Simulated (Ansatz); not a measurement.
# C35N (Graphite 2H): the cost of one run

Computed with Ansatz 0.2.0 (DFT, PBE, plane-wave PAW, default files, scalar-relativistic, unless a step's input says otherwise).

The COD entry's cell or inner coordinates are ideal or old and differ from later refinements, so a difference from it is no clean test against experiment.

### Step 1. The system as given

It takes space group P3m1 (No. 156, trigonal). The conventional cell has a = 7.410 Å, b = 7.410 Å, c = 6.790 Å, α = 90.00°, β = 90.00°, γ = 120.00°. N (site symmetry 3m) has 3 C at 1.43 Å as nearest neighbours. C (site symmetry 1) has 3 C at 1.43 Å as nearest neighbours. C (site symmetry 3m) has 3 C at 1.43 Å as nearest neighbours. Only part of the 14 independent sites is listed.

Structure file:

```cif
data_structure
_symmetry_space_group_name_H-M 'P 1'
_symmetry_Int_Tables_number 1
_cell_length_a 7.4100
_cell_length_b 7.4100
_cell_length_c 6.7900
_cell_angle_alpha 90.000
_cell_angle_beta 90.000
_cell_angle_gamma 120.000
_cell_volume 322.88
loop_
_atom_site_label
_atom_site_type_symbol
_atom_site_fract_x
_atom_site_fract_y
_atom_site_fract_z
_atom_site_occupancy
N1 N 0.00000 0.00000 0.00000 1
C1 C 0.00000 0.33333 0.00000 1
C2 C 0.00000 0.66667 0.00000 1
C3 C 0.33333 0.00000 0.00000 1
C4 C 0.33333 0.33333 0.00000 1
C5 C 0.33333 0.66667 0.00000 1
C6 C 0.66667 0.00000 0.00000 1
C7 C 0.66667 0.33333 0.00000 1
C8 C 0.66667 0.66667 0.00000 1
C9 C 0.00000 0.00000 0.50000 1
C10 C 0.00000 0.33333 0.50000 1
C11 C 0.00000 0.66667 0.50000 1
C12 C 0.33333 0.00000 0.50000 1
C13 C 0.33333 0.33333 0.50000 1
C14 C 0.33333 0.66667 0.50000 1
C15 C 0.66667 0.00000 0.50000 1
C16 C 0.66667 0.33333 0.50000 1
C17 C 0.66667 0.66667 0.50000 1
C18 C 0.11111 0.22222 0.00500 1
C19 C 0.11111 0.55556 0.00500 1
C20 C 0.11111 0.88889 0.00500 1
C21 C 0.44444 0.22222 0.00500 1
C22 C 0.44444 0.55556 0.00500 1
C23 C 0.44444 0.88889 0.00500 1
C24 C 0.77778 0.22222 0.00500 1
C25 C 0.77778 0.55556 0.00500 1
C26 C 0.77778 0.88889 0.00500 1
C27 C 0.22222 0.11111 0.50500 1
C28 C 0.22222 0.44444 0.50500 1
C29 C 0.22222 0.77778 0.50500 1
C30 C 0.55556 0.11111 0.50500 1
C31 C 0.55556 0.44444 0.50500 1
C32 C 0.55556 0.77778 0.50500 1
C33 C 0.88889 0.11111 0.50500 1
C34 C 0.88889 0.44444 0.50500 1
C35 C 0.88889 0.77778 0.50500 1
```

Atom 1 of the input is the impurity.

### Step 2. First run, atoms as given

input.yaml reads:

```yaml
crystal:
  lattice:
    - [7.41, 0.0, 0.0]
    - [-3.705, 6.4172482419, 0.0]
    - [0.0, 0.0, 6.79]
  atoms:
    - { symbol: "N", position: [0.0, 0.0, 0.0], spin: 1.0 }
    - { symbol: C, position: [0.0, 0.3333333333, 0.0] }
    - { symbol: C, position: [0.0, 0.6666666667, 0.0] }
    - { symbol: C, position: [0.3333333333, 0.0, 0.0] }
    - { symbol: C, position: [0.3333333333, 0.3333333333, 0.0] }
    - { symbol: C, position: [0.3333333333, 0.6666666667, 0.0] }
    - { symbol: C, position: [0.6666666667, 0.0, 0.0] }
    - { symbol: C, position: [0.6666666667, 0.3333333333, 0.0] }
    - { symbol: C, position: [0.6666666667, 0.6666666667, 0.0] }
    - { symbol: C, position: [0.0, 0.0, 0.5] }
    - { symbol: C, position: [0.0, 0.3333333333, 0.5] }
    - { symbol: C, position: [0.0, 0.6666666667, 0.5] }
    - { symbol: C, position: [0.3333333333, 0.0, 0.5] }
    - { symbol: C, position: [0.3333333333, 0.3333333333, 0.5] }
    - { symbol: C, position: [0.3333333333, 0.6666666667, 0.5] }
    - { symbol: C, position: [0.6666666667, 0.0, 0.5] }
    - { symbol: C, position: [0.6666666667, 0.3333333333, 0.5] }
    - { symbol: C, position: [0.6666666667, 0.6666666667, 0.5] }
    - { symbol: C, position: [0.1111111111, 0.2222222222, 0.005] }
    - { symbol: C, position: [0.1111111111, 0.5555555556, 0.005] }
    - { symbol: C, position: [0.1111111111, 0.8888888889, 0.005] }
    - { symbol: C, position: [0.4444444444, 0.2222222222, 0.005] }
    - { symbol: C, position: [0.4444444444, 0.5555555556, 0.005] }
    - { symbol: C, position: [0.4444444444, 0.8888888889, 0.005] }
    - { symbol: C, position: [0.7777777778, 0.2222222222, 0.005] }
    - { symbol: C, position: [0.7777777778, 0.5555555556, 0.005] }
    - { symbol: C, position: [0.7777777778, 0.8888888889, 0.005] }
    - { symbol: C, position: [0.2222222222, 0.1111111111, 0.505] }
    - { symbol: C, position: [0.2222222222, 0.4444444444, 0.505] }
    - { symbol: C, position: [0.2222222222, 0.7777777778, 0.505] }
    - { symbol: C, position: [0.5555555556, 0.1111111111, 0.505] }
    - { symbol: C, position: [0.5555555556, 0.4444444444, 0.505] }
    - { symbol: C, position: [0.5555555556, 0.7777777778, 0.505] }
    - { symbol: C, position: [0.8888888889, 0.1111111111, 0.505] }
    - { symbol: C, position: [0.8888888889, 0.4444444444, 0.505] }
    - { symbol: C, position: [0.8888888889, 0.7777777778, 0.505] }
magnetization:
  spin_polarized: true
kpoints:
  mp_grid: { grid: [3, 3, 3] }
scf:
  occupations: { method: fermi_dirac, width: 0.01 }
hamiltonian:
  xc: pbe
  pseudopotentials: { kind: paw }
output:
  forces: true
  stress: true
  populations: true
  efg:
    quadrupole_moments_barn: { "N": 0.02044 }
    contact_densities: true
```

On the command line:

```bash
ansatz run input.yaml --threads 1 --pin off --max-ram 3072MiB --backend cpu --events-out ev --progress --plain --runs-dir out
```

Q: Estimate wall time and peak memory on 1 thread of Arm Neoverse V2, shared host.

About 99 s, with a peak of 0.8 GiB.
